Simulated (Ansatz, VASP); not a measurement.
**Two plane-wave programs on In**

```xyz
1
Lattice="3.1474 0.0000 0.0000 0.0000 3.1474 0.0000 0.0000 0.0000 3.1474" Properties=species:S:1:pos:R:3 pbc="T T T"
In    0.0000    0.0000    0.0000
```

Change from the starting cell: volume scaled by 1.06, PAW files.

Alike in both runs: task electric field gradients; functional PBE; k mesh 12 × 12 × 12; occupations fermi-dirac, width 0.03 eV; no spin polarisation.

```csv
,VASP,Ansatz
version,VASP 6.6.1,Ansatz 0.2.0
potentials or method,"VASP PAW PBE potentials, release 64 (In_d)","PAW with Ansatz's default frozen-core files, scalar-relativistic"
plane-wave cutoff (eV),520,420
valence electrons in the cell,13,13
```

|  | VASP | Ansatz | Ansatz less VASP |
| --- | --- | --- | --- |
| pressure (GPa) | -1.4 | -1.4 | +0.02 |
| Vzz of the field gradient on the site that differs most (V/Å²) | 0.0 | 0.0 | 0.00 |

The functional is the same, so the differences come from potentials, cutoffs and numerics. Ansatz warned: «gradients_without_spin_orbit».
